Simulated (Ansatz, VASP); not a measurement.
**Two plane-wave programs on CaO**

```
CELL_PARAMETERS angstrom
0.00000 2.44900 2.37553
2.44900 0.00000 2.37553
2.44900 2.44900 0.00000
ATOMIC_POSITIONS crystal
Ca 0.00000 0.00000 0.00000
O 0.50000 0.50000 0.50000
```

Change from the starting cell: strain +0.000 along x and y, -0.030 along z, atoms carried along.

Alike in both runs: task single point; functional LDA; k mesh 8 × 8 × 8; occupations gaussian, width 0.05 eV; no spin polarisation.

|  | VASP | Ansatz |
| --- | --- | --- |
| version | VASP 6.6.1 | Ansatz 0.2.0 |
| potentials or method | VASP PAW LDA potentials, release 64 (Ca_sv, O) | scalar-relativistic, plane waves, PAW |
| plane-wave cutoff (eV) | 520 | 420 |
| valence electrons in the cell | 16 | 16 |

|  | VASP | Ansatz | Ansatz less VASP |
| --- | --- | --- | --- |
| gap on the k mesh at the Fermi level (eV) | 3.36 | 3.39 | +0.028 |
| least direct gap on the mesh (eV) | 3.83 | 3.86 | +0.027 |
| pressure (GPa) | -8.5 | -9.2 | -0.70 |
| largest component of the traceless stress (GPa) | 2.65 | 2.50 | -0.155 |

A k mesh can miss the band edges.
